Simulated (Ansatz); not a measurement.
Runs of Ansatz 0.2.0 on CdSe (Cadmoselite). It takes space group P6_3mc (No. 186, hexagonal). The conventional cell has a = 4.300 Å, b = 4.300 Å, c = 7.020 Å, α = 90.00°, β = 90.00°, γ = 120.00°. Around Cd (site symmetry 3m) lie 4 Se at 2.61 to 2.70 Å. Se (site symmetry 3m) has 4 Cd at 2.61 to 2.70 Å as nearest neighbours. 

```csv
task,level,spin,cell,k mesh,cutoff (eV),smearing,points for each segment of the path,gap on the mesh (eV),pressure (GPa),relaxed volume (Å³/atom),largest force (eV/Å)
band structure,PBEsol,"SOC, no magnetisation",as given,5 × 5 × 3,420,fermi-dirac 0.05 eV,14,0.46,(b),-,0.27
relaxation of cell and atoms,BLYP,off,relaxed,7 × 7 × 4,420,fermi-dirac 0.05 eV,-,-,0.0,31.58,-
band structure,RPBE,off,as given,7 × 7 × 4,420,fermi-dirac 0.05 eV,14,0.88,(d),-,0.29
relaxation of cell and atoms,PBEsol,off,relaxed,7 × 7 × 4,420,fermi-dirac 0.05 eV,-,0.54,0.0,(c),-
relaxation of cell and atoms,RPBE,off,relaxed,7 × 7 × 4,420,fermi-dirac 0.05 eV,-,0.62,0.0,31.04,-
band structure,PBEsol,off,as given,7 × 7 × 4,420,fermi-dirac 0.05 eV,14,0.58,0.2,-,0.26
band structure,r2SCAN,off,as given,7 × 7 × 4,500,fermi-dirac 0.05 eV,14,1.20,1.6,-,0.28
band structure,LDA,"SOC, no magnetisation",as given,5 × 5 × 3,420,fermi-dirac 0.05 eV,14,0.31,(a),-,0.26
relaxation of cell and atoms,PBEsol+D4,off,relaxed,7 × 7 × 4,420,tetrahedron,-,0.58,0.0,27.58,-
single point,PBEsol,off,as given,7 × 7 × 4,420,gaussian 0.05 eV,-,0.58,0.2,-,0.26
```

Alike in all rows: potentials or basis Ansatz PAW.

Fill in the values left out.

(a) -1.8; (b) 0.1; (c) 28.12; (d) 5.0.

Caveats: the PAW data sets come from PBE, with cores solved anew for the run's functional, which leaves a small shift of forces and pressure; the plane-wave basis is chosen anew once the cell has moved, so the energies of steps on either side of that aren't comparable (some runs); odd divisions of the mesh miss points on the zone boundary, where band edges often lie, so the gap on the mesh can be too wide (some runs); the volume moved by +12 % from the deposited cell, more than functionals usually miss (some runs); the volume moved by +10 % from the deposited cell, more than functionals usually miss (some runs); with tetrahedron occupations forces and stress needn't match the slope of the energy (some runs).

A k mesh can miss the band edges, and rows without SOC leave out spin-orbit coupling on Cd, Se.

Runs at the PBE level aren't shown here.
